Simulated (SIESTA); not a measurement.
InSe under changes of volume

One of the cells (30.061 Å³/atom); the others are scaled copies at fixed shape and fractional positions:

```
CELL_PARAMETERS angstrom
4.05000 0.00000 0.00000
-2.02500 3.50740 0.00000
0.00000 0.00000 16.93000
ATOMIC_POSITIONS crystal
In 0.66667 0.33333 0.84300
In 0.33333 0.66667 0.34300
In 0.66667 0.33333 0.65700
In 0.33333 0.66667 0.15700
Se 0.66667 0.33333 0.39800
Se 0.33333 0.66667 0.89800
Se 0.66667 0.33333 0.10200
Se 0.33333 0.66667 0.60200
```

* Program: SIESTA 5.4.2
* Functional: LDA
* Potentials or basis: PseudoDojo 0.4 standard (LDA files)
* Basis: DZP (energy shift 0.003 Ry; two zetas on semicore shells)
* Grid cutoff: 500 Ry
* Energy shift: 0.003 Ry
* k mesh: 6 × 6 × 2
* Occupations: fermi-dirac, width 0.05 eV
* Spin: no spin polarisation

```tsv
volume (Å³/atom)	energy over the lowest point (meV/atom)	pressure (GPa)	largest force (eV/Å)
28.258	102.69	8.8	3.486
28.859	?	?	?
29.460	48.75	5.7	3.086
30.061	29.96	4.4	2.904
30.663	15.89	3.2	2.731
31.264	6.03	2.1	2.568
31.865	0.00	1.2	2.413
```

What does the run at 28.859 Å³/atom give?

Energy over the lowest point 72.77 meV/atom; pressure 7.2 GPa; largest force 3.280 eV/Å.

Worked out: A Birch-Murnaghan fit of order 3 (a polynomial in V^(-2/3)) to the other rows has its minimum at 32.68 Å³/atom, just outside them, with B0 = V·E''(V) = 43 GPa and B' = 4.8 at fixed shape and positions, which overstates the stiffness. It gives 72.79 meV/atom at 28.859 Å³/atom, against the run's 72.77, and -dE/dV = 7.2 GPa, against 7.2.

Energies are extrapolated to zero smearing.

Caveats: the basis of atomic orbitals isn't converged, which shifts pressures, moduli and gaps; forces of over 1 eV/Å show positions far from the minimum, so gaps and moduli don't describe the material at rest.
